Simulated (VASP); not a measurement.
# GaP (F-43m) in VASP: a series of runs, part 3 of 3

VASP 6.6.1. Earlier steps stand in the parts before.

### Step 5. G0W0 quasiparticle levels, PBE

Input file POSCAR:

```
GaP
1.0
    0.0000000000      2.7252500000      2.7252500000
    2.7252500000      0.0000000000      2.7252500000
    2.7252500000      2.7252500000      0.0000000000
Ga P
1 1
Direct
    0.0000000000      0.0000000000      0.0000000000
    0.7500000000      0.7500000000      0.7500000000
```

Input file INCAR.step1:

```
ALGO = Normal
EDIFF = 1E-8
ENCUT = 450
GGA = PE
ISMEAR = 0
LASPH = T
LCHARG = F
LREAL = F
LWAVE = T
NELM = 100
PREC = Accurate
SIGMA = 0.01
```

Input file INCAR.step2:

```
ALGO = Exact
EDIFF = 1E-8
ENCUT = 450
GGA = PE
ISMEAR = 0
ISTART = 1
LASPH = T
LCHARG = F
LOPTICS = T
LREAL = F
LWAVE = T
NBANDS = 21
NELM = 1
PREC = Accurate
SIGMA = 0.01
```

Input file INCAR.step3:

```
ALGO = EVGW0
EDIFF = 1E-8
ENCUT = 450
ENCUTGW = 200
GGA = PE
ISMEAR = 0
ISTART = 1
LASPH = T
LCHARG = F
LREAL = F
LWAVE = F
NBANDS = 21
NBANDSGW = 17
NELMGW = 1
NOMEGA = 48
PREC = Accurate
PRECFOCK = Fast
SIGMA = 0.01
```

Input file KPOINTS:

```
k-points
0
Gamma
  3 3 3
```

Potentials or basis: VASP PAW PBE potentials, release 64 (Ga_d_GW, P_GW).

On the command line:

```
$ cat potpaw_PBE.64/Ga_d_GW/POTCAR potpaw_PBE.64/P_GW/POTCAR > POTCAR
$ cp INCAR.step1 INCAR
$ mpirun -np 1 vasp_std > vasp.out
$ cp INCAR.step2 INCAR
$ mpirun -np 1 vasp_std > vasp.out
$ cp INCAR.step3 INCAR
$ mpirun -np 1 vasp_std > vasp.out
```

OUTCAR:

```text
EDIFF = 1E-8
   ENCUT = 450
   ENCUTGW = 200
   GGA = PE
   ISMEAR = 0
   ISTART = 1
   LASPH = T
   LREAL = F
   NELMGW = 1
   PREC = Accurate
   PRECFOCK = Fast

 Found      4 irreducible k-points:

 Following reciprocal coordinates:
            Coordinates               Weight
  0.000000  0.000000  0.000000      1.000000
  0.333333  0.000000  0.000000      8.000000
  0.333333  0.333333  0.000000      6.000000
 -0.333333  0.333333  0.000000     12.000000
   k-points           NKPTS =      4   k-points in BZ     NKDIM =     27   number of bands    NBANDS=     21
   number of dos      NEDOS =    301   number of ions     NIONS =      2
   total plane-waves  NPLWV =  21952
   dimension x,y,z NGX =    28 NGY =   28 NGZ =   28
   dimension x,y,z NGXF=    56 NGYF=   56 NGZF=   56
   ions per type =               1   1
   NGX,Y,Z   is equivalent  to a cutoff of  12.08, 12.08, 12.08 a.u.
   NGXF,Y,Z  is equivalent  to a cutoff of  24.16, 24.16, 24.16 a.u.
 SYSTEM =  unknown system
   PREC   = accura    normal or accurate (medium, high low for compatibility)
   ISTART =      1    job   : 0-new  1-cont  2-samecut
   ICHARG =      0    charge: 1-file 2-atom 10-const
   ISPIN  =      1    spin polarized calculation?
   LNONCOLLINEAR =      F non collinear calculations
   LSORBIT =      F    spin-orbit coupling
   LASPH  =      T    aspherical Exc in radial PAW
   ENCUT  =  450.0 eV  33.07 Ry    5.75 a.u.   6.67  6.67  6.67*2*pi/ulx,y,z
   NELM   =     60;   NELMIN=  2; NELMDL=  0     # of ELM steps
   EDIFF  = 0.1E-07   stopping-criterion for ELM
   LREAL  =      F    real-space projection
   EDIFFG = 0.1E-06   stopping-criterion for IOM
   NSW    =      0    number of steps for IOM
   IBRION =     -1    ionic relax: 0-MD 1-quasi-New 2-CG
   NFREE  =      0    steps in history (QN), initial steepest desc. (CG)
   ISIF   =      0    stress and relaxation
   ISYM   =      3    0-nonsym 1-usesym 2-fastsym
   POTIM  = 0.5000    time-step for ionic-motion
   TEBEG  =    0.0;   TEEND  =   0.0 temperature during run
   PSTRESS=    0.0 pullay stress
   NELECT =      18.0000    total number of electrons
   NUPDOWN=      -1.0000    fix difference up-down
   EMIN   =  10.00;   EMAX   =-10.00  energy-range for DOS
   EFERMI =   0.00;   METHOD = LEGACY
   ISMEAR =     0;   SIGMA  =   0.01  broadening in eV -4-tet -1-fermi 0-gaus
   EFERMI_NEDOS =   21; number of points for ismear=-14 and -15
   IALGO  =     38    algorithm
   IMIX   =      4    mixing-type and parameters
     AMIX     =   0.40;   BMIX     =  1.00
     AMIX_MAG =   1.60;   BMIX_MAG =  1.00
  volume/ion in A,a.u.               =      20.24       136.59
  Fermi-wavevector in a.u.,A,eV,Ry     =   1.249538  2.361284 21.243377  1.561344
  Thomas-Fermi vector in A             =   2.383574
   LORBIT       =      0    0 simple, 1 ext, 2 COOP (PROOUT), +10 PAW based schemes
   GGA     = PE    functional components
   LHFCALC =     T    Hartree Fock is set to
   PRECFOCK=fast      Normal, Fast or Accurate (Low or Medium for compatibility)
   ENCUT4O =  -1.0   cutoff for four orbital integrals eV
   NKREDX  =     1    reduce k-point grid by
   NKREDY  =     1    reduce k-point grid by
   NKREDZ  =     1    reduce k-point grid by
   AEXX    =    1.0000 exact exchange contribution
   HFSCREEN=    0.0000 screening length (either q_TF or 0.3 A-1)
   HFSCREENC=   0.0000 screening length for correlation (either q_TF or 0.3 A-1)
   ENCUTFOCK=  -1.0 apply spherical cutoff to Coloumb kernel
   IVDW    =     0    specifies the selected vdW correction
   LEPSILON=     F    determine dielectric tensor
   LRPA    =     F    only Hartree local field effects (RPA)
   LRPAFORCE           =     F    calculate RPA forces
   ENCUTGW             = 200.0    cutoff for response function in eV
   ENCUTGWSOFT         = 160.0    soft cutoff for Coulomb kernel in GW response function in eV
   ENCUTLF             =  -1.0    cutoff for local field effects
   NELMGW              =     1    number of iterations in solving QP/BSE equation
   NELMHF              =     1    number of iterations in the inner HF iteration
   NKREDLFX            =     1    NKREDLFY  =   1   NKREDLFZ  =   1
 non-spin polarized calculation
 Gauss-broadening in eV      SIGMA  =   0.01
  energy-cutoff  :      450.00
  volume of cell :       40.48
 maximum number of plane-waves:       893
 NGX is ok and might be reduce to    28
  NGX = 16; NGY = 16; NGZ = 16
   NGX = 13   NGY = 13   NGZ = 13
 maximum number of plane-waves:       266

 QP shifts <psi_nk| G(iteration)W_0 |psi_nk>: iteration 1
 for sc-GW calculations column KS-energies equals QP-energies in previous step
 and V_xc(KS)=  KS-energies - (<T + V_ion + V_H > + <T+V_H+V_ion>^1  + <V_x>^1)

 k-point   1 :       0.0000    0.0000    0.0000
  band No.  KS-energies  QP-energies   sigma(KS)   V_xc(KS)     V^pw_x(r,r')   Z            occupation Imag(sigma)

      1     -10.1856     -12.9241     -25.8636     -21.6848     -35.0252       0.6553       2.0000       0.3610
      2     -10.1856     -12.9241     -25.8636     -21.6848     -35.0252       0.6553       2.0000       0.3610
      3     -10.1856     -12.9241     -25.8636     -21.6848     -35.0252       0.6553       2.0000       0.3610
      4     -10.0900     -12.8574     -26.0260     -21.8034     -35.1437       0.6554       2.0000       0.3373
      5     -10.0900     -12.8574     -26.0260     -21.8034     -35.1437       0.6554       2.0000       0.3373
      6      -8.0298      -7.9738     -11.2755     -11.3534     -18.6291       0.7186       2.0000       1.3482
[... 9 lines left out ...]
     16      14.1509      15.5749      -8.9794     -10.8284      -4.9889       0.7702       0.0000      -0.3134
     17      16.8528      17.6987      -7.1021      -8.1664      -2.3911       0.7948       0.0000      -0.5549

 k-point   2 :       0.3333    0.0000    0.0000
  band No.  KS-energies  QP-energies   sigma(KS)   V_xc(KS)     V^pw_x(r,r')   Z            occupation Imag(sigma)

      1     -10.2450     -12.9012     -25.4532     -21.4022     -34.6069       0.6557       2.0000       0.3974
      2     -10.1657     -12.9187     -25.9069     -21.7197     -35.0663       0.6575       2.0000       0.3609
      3     -10.1657     -12.9187     -25.9069     -21.7197     -35.0663       0.6575       2.0000       0.3609
      4     -10.0863     -12.8677     -26.0366     -21.8125     -35.1586       0.6584       2.0000       0.3345
      5     -10.0863     -12.8677     -26.0366     -21.8125     -35.1586       0.6584       2.0000       0.3345
      6      -6.7233      -6.7111     -11.9338     -11.9516     -18.9040       0.6834       2.0000       1.0252
[... 9 lines left out ...]
     16      14.1473      14.9651      -7.1258      -8.1523      -2.6893       0.7967       0.0000      -0.3929
     17      19.2487      20.6869      -7.8472      -9.7041      -3.0812       0.7745       0.0000      -0.7776

 k-point   3 :       0.3333    0.3333    0.0000
  band No.  KS-energies  QP-energies   sigma(KS)   V_xc(KS)     V^pw_x(r,r')   Z            occupation Imag(sigma)

      1     -10.2750     -12.9069     -25.4041     -21.3729     -34.5687       0.6529       2.0000       0.4001
      2     -10.1381     -12.9206     -25.9884     -21.7803     -35.1478       0.6612       2.0000       0.3574
      3     -10.1381     -12.9206     -25.9884     -21.7803     -35.1478       0.6612       2.0000       0.3574
      4     -10.1154     -12.8588     -25.9325     -21.7285     -35.0419       0.6526       2.0000       0.3346
      5     -10.0739     -12.8661     -26.0578     -21.8339     -35.1855       0.6610       2.0000       0.3366
      6      -6.2578      -6.2488     -12.0002     -12.0132     -18.7791       0.6867       2.0000       0.9390
[... 9 lines left out ...]
     16      18.8867      20.3141      -7.5664      -9.3929      -2.9341       0.7815       0.0000      -0.7135
     17      19.8687      21.4779      -8.9239     -11.0084      -3.9445       0.7720       0.0000      -1.0427

 k-point   4 :      -0.3333    0.3333    0.0000
  band No.  KS-energies  QP-energies   sigma(KS)   V_xc(KS)     V^pw_x(r,r')   Z            occupation Imag(sigma)

      1     -10.2740     -12.8995     -25.3562     -21.3469     -34.5252       0.6549       2.0000       0.4099
      2     -10.1481     -12.9196     -25.9489     -21.7436     -35.0963       0.6591       2.0000       0.3548
      3     -10.1367     -12.9232     -25.9882     -21.7837     -35.1500       0.6628       2.0000       0.3576
      4     -10.1005     -12.8630     -25.9913     -21.7748     -35.1096       0.6551       2.0000       0.3347
      5     -10.0831     -12.8703     -26.0342     -21.8126     -35.1573       0.6602       2.0000       0.3334
      6      -5.2807      -5.3021     -12.6713     -12.6405     -19.1782       0.6921       2.0000       0.7914
[... 9 lines left out ...]
     16      19.4742      20.8571      -7.4178      -9.1973      -2.7823       0.7771       0.0000      -0.7130
     17      20.2154      21.9110      -8.4524     -10.6356      -3.3956       0.7767       0.0000      -0.9894
```

It took 37 s on 1 thread of Intel Xeon Platinum 8375C at 2.90GHz (Ice Lake), shared host; peak memory 0.25 GiB.

The run converged, but some of its settings lie outside the range that counts as converged, so its numbers aren't taken as properties of the crystal.

Results:

- Band gap on the k mesh, mean-field level: 1.70 eV, indirect (least direct gap 1.80 eV)
- Quasiparticle gap: 2.24 eV
- Least direct quasiparticle gap: 2.82 eV

Caveat: the k mesh is coarse (spacing up to 0.67 Å⁻¹), so the values aren't converged; bands, screening cutoff and mesh are small and nothing is extrapolated, so the quasiparticle values aren't converged; an odd mesh through Γ misses points on the zone boundary, where band edges often lie.

### Step 6. G0W0 quasiparticle levels, PBE

POSCAR is that of step 5.

INCAR.step1 is that of step 5.

INCAR.step2: that of step 5 with these lines changed.

```diff
@@ -11,3 +11,3 @@
 LWAVE = T
-NBANDS = 21
+NBANDS = 33
 NELM = 1
```

INCAR.step3: that of step 5 with these lines changed.

```diff
@@ -11,3 +11,3 @@
 LWAVE = F
-NBANDS = 21
+NBANDS = 33
 NBANDSGW = 17
```

KPOINTS is that of step 5.

Potentials or basis: VASP PAW PBE potentials, release 64 (Ga_d_GW, P_GW).

On the command line:

```
$ cat potpaw_PBE.64/Ga_d_GW/POTCAR potpaw_PBE.64/P_GW/POTCAR > POTCAR
$ cp INCAR.step1 INCAR
$ mpirun -np 1 vasp_std > vasp.out
$ cp INCAR.step2 INCAR
$ mpirun -np 1 vasp_std > vasp.out
$ cp INCAR.step3 INCAR
$ mpirun -np 1 vasp_std > vasp.out
```

OUTCAR:

```text
EDIFF = 1E-8
   ENCUT = 450
   ENCUTGW = 200
   GGA = PE
   ISMEAR = 0
   ISTART = 1
   LASPH = T
   LREAL = F
   NELMGW = 1
   PREC = Accurate
   PRECFOCK = Fast

 Found      4 irreducible k-points:

 Following reciprocal coordinates:
            Coordinates               Weight
  0.000000  0.000000  0.000000      1.000000
  0.333333  0.000000  0.000000      8.000000
  0.333333  0.333333  0.000000      6.000000
 -0.333333  0.333333  0.000000     12.000000
   k-points           NKPTS =      4   k-points in BZ     NKDIM =     27   number of bands    NBANDS=     33
   number of dos      NEDOS =    301   number of ions     NIONS =      2
   total plane-waves  NPLWV =  21952
   dimension x,y,z NGX =    28 NGY =   28 NGZ =   28
   dimension x,y,z NGXF=    56 NGYF=   56 NGZF=   56
   ions per type =               1   1
   NGX,Y,Z   is equivalent  to a cutoff of  12.08, 12.08, 12.08 a.u.
   NGXF,Y,Z  is equivalent  to a cutoff of  24.16, 24.16, 24.16 a.u.
 SYSTEM =  unknown system
[... 32 lines left out ...]
  Thomas-Fermi vector in A             =   2.383574
   LORBIT       =      0    0 simple, 1 ext, 2 COOP (PROOUT), +10 PAW based schemes
   GGA     = PE    functional components
   LHFCALC =     T    Hartree Fock is set to
   PRECFOCK=fast      Normal, Fast or Accurate (Low or Medium for compatibility)
   ENCUT4O =  -1.0   cutoff for four orbital integrals eV
   NKREDX  =     1    reduce k-point grid by
   NKREDY  =     1    reduce k-point grid by
   NKREDZ  =     1    reduce k-point grid by
   AEXX    =    1.0000 exact exchange contribution
   HFSCREEN=    0.0000 screening length (either q_TF or 0.3 A-1)
   HFSCREENC=   0.0000 screening length for correlation (either q_TF or 0.3 A-1)
   ENCUTFOCK=  -1.0 apply spherical cutoff to Coloumb kernel
   IVDW    =     0    specifies the selected vdW correction
   LEPSILON=     F    determine dielectric tensor
   LRPA    =     F    only Hartree local field effects (RPA)
   LRPAFORCE           =     F    calculate RPA forces
   ENCUTGW             = 200.0    cutoff for response function in eV
   ENCUTGWSOFT         = 160.0    soft cutoff for Coulomb kernel in GW response function in eV
   ENCUTLF             =  -1.0    cutoff for local field effects
   NELMGW              =     1    number of iterations in solving QP/BSE equation
   NELMHF              =     1    number of iterations in the inner HF iteration
   NKREDLFX            =     1    NKREDLFY  =   1   NKREDLFZ  =   1
 non-spin polarized calculation
 Gauss-broadening in eV      SIGMA  =   0.01
  energy-cutoff  :      450.00
  volume of cell :       40.48
 maximum number of plane-waves:       893
 NGX is ok and might be reduce to    28
  NGX = 16; NGY = 16; NGZ = 16
   NGX = 13   NGY = 13   NGZ = 13
 maximum number of plane-waves:       266

 QP shifts <psi_nk| G(iteration)W_0 |psi_nk>: iteration 1
 for sc-GW calculations column KS-energies equals QP-energies in previous step
 and V_xc(KS)=  KS-energies - (<T + V_ion + V_H > + <T+V_H+V_ion>^1  + <V_x>^1)

 k-point   1 :       0.0000    0.0000    0.0000
  band No.  KS-energies  QP-energies   sigma(KS)   V_xc(KS)     V^pw_x(r,r')   Z            occupation Imag(sigma)

      1     -10.1856     -12.4551     -25.0121     -21.6848     -35.0252       0.6821       2.0000       0.1582
      2     -10.1856     -12.4551     -25.0121     -21.6848     -35.0252       0.6821       2.0000       0.1582
      3     -10.1856     -12.4551     -25.0121     -21.6848     -35.0252       0.6821       2.0000       0.1582
      4     -10.0900     -12.3890     -25.1847     -21.8034     -35.1437       0.6799       2.0000       0.1365
      5     -10.0900     -12.3890     -25.1847     -21.8034     -35.1437       0.6799       2.0000       0.1365
      6      -8.0298      -8.2093     -11.6068     -11.3534     -18.6291       0.7082       2.0000       1.2456
[... 59 lines left out ...]
      3     -10.1367     -12.4450     -25.1283     -21.7837     -35.1500       0.6902       2.0000       0.1523
      4     -10.1005     -12.3932     -25.1472     -21.7748     -35.1096       0.6798       2.0000       0.1359
      5     -10.0831     -12.3986     -25.1914     -21.8126     -35.1573       0.6853       2.0000       0.1314
      6      -5.2807      -5.4929     -12.9461     -12.6405     -19.1782       0.6944       2.0000       0.7440
[... 9 lines left out ...]
     16      19.4742      20.0642      -8.4206      -9.1973      -2.7823       0.7596       0.0000      -0.6887
     17      20.2154      21.0985      -9.4786     -10.6356      -3.3956       0.7633       0.0000      -0.9499
```

OUTCAR.step1:

```text
EDIFF = 1E-8
   ENCUT = 450
   GGA = PE
   ISMEAR = 0
   LASPH = T
[... 171 lines left out ...]
 -----------------------------------------------------------------------------------
      0.00000      0.00000      0.00000        -0.000000      0.000000     -0.000000
      4.08788      4.08788      4.08788         0.000000     -0.000000      0.000000
 -----------------------------------------------------------------------------------
    total drift:                               -0.000012     -0.000012     -0.000012

  FREE ENERGIE OF THE ION-ELECTRON SYSTEM (eV)
  ---------------------------------------------------
  free  energy   TOTEN  =        -8.5981966163 eV

  energy  without entropy=       -8.5981966163  energy(sigma->0) =       -8.59819662
```

OUTCAR.step2:

```text
EDIFF = 1E-8
   ENCUT = 450
   GGA = PE
   ISMEAR = 0
[... 538 lines left out ...]
  --------------------------------------------------------------------------------------------------------------
     0.00000    29.51769    29.51769    29.51769    -0.00000     0.00000     0.00000
     0.64499    31.28685    31.28685    31.28685    -0.00000     0.00000     0.00000
     1.28998    39.78146    39.78146    39.78146    -0.00000     0.00000     0.00000
     1.93497     6.61779     6.61779     6.61779    -0.00000     0.00000     0.00000
     2.57995    76.71945    76.71945    76.71945    -0.00000     0.00000     0.00000
     3.22494    -9.82586    -9.82586    -9.82586    -0.00000    -0.00000     0.00000
[... 92 lines left out ...]
    63.20887     0.88568     0.88568     0.88568     0.00000     0.00000    -0.00000
    63.85386     0.88821     0.88821     0.88821     0.00000     0.00000    -0.00000
```

It took 46 s on 1 thread of Intel Xeon Platinum 8375C at 2.90GHz (Ice Lake), shared host; peak memory 0.25 GiB.

The run converged, but some of its settings lie outside the range that counts as converged, so its numbers aren't taken as properties of the crystal.

Results:

| Property | Result |
| --- | --- |
| Band gap on the k mesh, mean-field level | 1.70 eV, indirect (least direct gap 1.80 eV) |
| Quasiparticle gap | 2.22 eV |
| Least direct quasiparticle gap | 2.75 eV |

Caveat: the k mesh is coarse (spacing up to 0.67 Å⁻¹), so the values aren't converged; bands, screening cutoff and mesh are small and nothing is extrapolated, so the quasiparticle values aren't converged; an odd mesh through Γ misses points on the zone boundary, where band edges often lie.

### Step 7. How close it comes

Step 2. The gap isn't set beside the deposited one, since this odd mesh misses points on the zone boundary.
